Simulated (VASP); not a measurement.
# Si2W (I4/mmm) in VASP: a series of runs, part 2 of 2

VASP 6.6.1. Earlier steps stand in the parts before.

### Step 3. Relaxation of cell and atoms, PBE

This run uses another cell than the first one, of 13.67 Å³/atom, 1.015 times its volume.

INCAR reads:

```
SYSTEM = Si2W
PREC = Accurate
ENCUT = 520
EDIFF = 1E-7
ISMEAR = 0
SIGMA = 0.1
LREAL = .FALSE.
LASPH = .TRUE.
NELM = 120
ALGO = Normal
ISIF = 3
LWAVE = .FALSE.
LCHARG = .FALSE.
GGA = PE
IBRION = 2
NSW = 60
EDIFFG = -0.005
POTIM = 0.3
```

KPOINTS reads:

```
Automatic mesh
0
G
  15 15 15
  0 0 0
```

POSCAR reads:

```
Si2W                                    
1.0
   -1.6148151516      1.6148151516      3.9330235055
    1.6148151516     -1.6148151516      3.9330235055
    1.6148151516      1.6148151516     -3.9330235055
  Si              W             
     2     1
Direct
     0.3345655793174847    0.3345655793174847    0.0000000000000000
     0.6654344206825155    0.6654344206825155    0.0000000000000000
     0.0000000000000000    0.0000000000000000    0.0000000000000000
```

Potentials or basis: VASP PAW PBE potentials, release 64 (Si, W_sv).

Command:

```bash
$ cat potpaw_PBE.64/Si/POTCAR potpaw_PBE.64/W_sv/POTCAR > POTCAR
$ mpirun -np 1 vasp_std > vasp.out
```

OUTCAR:

```text
SYSTEM = Si2W
   PREC = Accurate
   ENCUT = 520
   EDIFF = 1E-7
   ISMEAR = 0
   LREAL = .FALSE.
   LASPH = .TRUE.
   NELM = 120
   ISIF = 3
   GGA = PE
   IBRION = 2
   NSW = 60
   EDIFFG = -0.005
   POTIM = 0.3

 ion  position               nearest neighbor table
   1  0.335  0.335  0.000-   2 2.60   3 2.63   3 2.63   3 2.63   3 2.63   3 2.63   2 2.64   2 2.64
                             2 2.64   2 2.64
   2  0.665  0.665  0.000-   1 2.60   3 2.63   3 2.63   3 2.63   3 2.63   3 2.63   1 2.64   1 2.64
                             1 2.64   1 2.64
   3  0.000  0.000  0.000-   2 2.63   1 2.63   2 2.63   1 2.63   2 2.63   1 2.63   1 2.63   2 2.63
                             1 2.63   2 2.63

  LATTYP: Found a body centered tetragonal cell.
 ALAT       =     3.2296303032
 C/A-ratio  =     2.4355874427

  Lattice vectors:

 A1 = (  -1.6148151516,   1.6148151516,   3.9330235055)
 A2 = (   1.6148151516,  -1.6148151516,   3.9330235055)
 A3 = (   1.6148151516,   1.6148151516,  -3.9330235055)

Analysis of symmetry for initial positions (statically):
=====================================================================
 Subroutine PRICEL returns:
[... 244 lines left out ...]
     12      14.3912      0.00000
     13      14.7295      0.00000
     14      14.7781      0.00000
[... 401 lines left out ...]
      2     -26.4385      2.00000
      3     -26.3979      2.00000
      4     -26.3772      2.00000
      5      -1.0194      2.00000
      6       4.4145      2.00000
      7       7.0719      2.00000
      8       8.2358      2.00000
      9       8.7108      2.00000
     10       9.1259      2.00000
     11      10.2039      2.00000
     12      13.8344      0.00000
     13      14.1883      0.00000
     14      15.3492      0.00000
     15      16.5395      0.00000

 [... further k-points ...]

------------------------ aborting loop because EDIFF is reached ----------------------------------------

  FORCE on cell =-STRESS in cart. coord.  units (eV):
  Direction    XX          YY          ZZ          XY          YZ          ZX
  --------------------------------------------------------------------------------------
  -------------------------------------------------------------------------------------
  Total       -0.0093164     -0.0093164     -0.0125415      0.0000000      0.0000000      0.0000000
  in kB       -0.3637004     -0.3637004     -0.4896032      0.0000000      0.0000000      0.0000000
  external PRESSURE =      -0.4056680 kB  Pullay stress =       0.0000000 kB

 VOLUME and BASIS-vectors are now :
 -----------------------------------------------------------------------------
  energy-cutoff  :      520.00
  volume of cell :       41.04
      direct lattice vectors                 reciprocal lattice vectors
    -1.615004135  1.615004135  3.933775535     0.000000000  0.309596730  0.127104354
     1.615004135 -1.615004135  3.933775535     0.309596730  0.000000000  0.127104354
     1.615004135  1.615004135 -3.933775535     0.309596730  0.309596730  0.000000000

 POSITION                                       TOTAL-FORCE (eV/Angst)
 -----------------------------------------------------------------------------------
      1.61500      1.61500     -1.30157        -0.000000     -0.000000      0.000959
      0.00000      0.00000      5.23535         0.000000      0.000000     -0.000959
      1.61500      1.61500      3.93378         0.000000      0.000000      0.000000
 -----------------------------------------------------------------------------------
    total drift:                                0.000000     -0.000000      0.000000

  FREE ENERGIE OF THE ION-ELECTRON SYSTEM (eV)
  ---------------------------------------------------
  free  energy   TOTEN  =       -24.8153155262 eV

  energy  without entropy=      -24.8140040239  energy(sigma->0) =      -24.81465978

 reached required accuracy - stopping structural energy minimisation
```

OSZICAR:

```text
N       E                     dE             d eps       ncg     rms          rms(c)
DAV:   1     0.126247114900E+03    0.12625E+03   -0.11168E+04  8640   0.147E+03
[... 15 lines left out ...]
DAV:   1    -0.248153507596E+02   -0.35143E-04   -0.76952E-04 10040   0.345E-01    0.731E-02
DAV:   2    -0.248153199867E+02    0.30773E-04   -0.19693E-04  9852   0.115E-01    0.107E-02
DAV:   3    -0.248153169849E+02    0.30018E-05   -0.86982E-06  9739   0.190E-02    0.601E-03
DAV:   4    -0.248153159230E+02    0.10619E-05   -0.17130E-06 10600   0.124E-02    0.465E-03
DAV:   5    -0.248153156518E+02    0.27119E-06   -0.18382E-07  6700   0.442E-03    0.268E-03
DAV:   6    -0.248153155144E+02    0.13746E-06   -0.58436E-08  4600   0.232E-03    0.945E-05
DAV:   7    -0.248153155262E+02   -0.11818E-07   -0.87623E-09  4586   0.847E-04
   2 F= -.24815316E+02 E0= -.24814660E+02  d E =0.201467E-07
```

CONTCAR:

```text
Si2W
   1.00000000000000
    -1.6150041352665752    1.6150041352665752    3.9337755354754065
     1.6150041352665752   -1.6150041352665752    3.9337755354754065
     1.6150041352665752    1.6150041352665752   -3.9337755354754065
  Si              W
     2     1
Direct
     0.3345642073648550    0.3345642073648550    1.0000000000000000
     0.6654357926351450    0.6654357926351450    0.0000000000000000
     1.0000000000000000    1.0000000000000000    1.0000000000000000

  0.00000000E+00  0.00000000E+00  0.00000000E+00
  0.00000000E+00  0.00000000E+00  0.00000000E+00
  0.00000000E+00  0.00000000E+00  0.00000000E+00
```

Run time: 3 min. Hardware: 1 thread of AMD EPYC 9R45 (Zen 5), shared host; peak memory 0.31 GiB.

What came out:

```yaml
Free_energy: -24.8153 eV
Relaxed_volume: 13.68 Å³/atom
Relaxed_cell: a = 4.549 Å, b = 4.549 Å, c = 4.549 Å, α = 138.41°, β = 138.41°, γ = 60.28°
Space_group_after_relaxing_to_0.05_Å: I4/mmm (No. 139)
Energy_gained_by_relaxing: 0.0 meV/atom
Ionic_steps: 2
Pressure_after_relaxing: 0.0 GPa
Band_gap_on_the_k_mesh: none (metal or under the smearing width)
```

Final structure:
```cif
data_structure
_symmetry_space_group_name_H-M 'P 1'
_symmetry_Int_Tables_number 1
_cell_length_a 4.5487
_cell_length_b 4.5487
_cell_length_c 4.5487
_cell_angle_alpha 138.408
_cell_angle_beta 138.408
_cell_angle_gamma 60.279
_cell_volume 41.04
loop_
_atom_site_label
_atom_site_type_symbol
_atom_site_fract_x
_atom_site_fract_y
_atom_site_fract_z
_atom_site_occupancy
Si1 Si 0.33456 0.33456 0.00000 1
Si2 Si 0.66544 0.66544 0.00000 1
W1 W 0.00000 0.00000 0.00000 1
```

Spin-orbit coupling is left out, which matters for the levels of W.
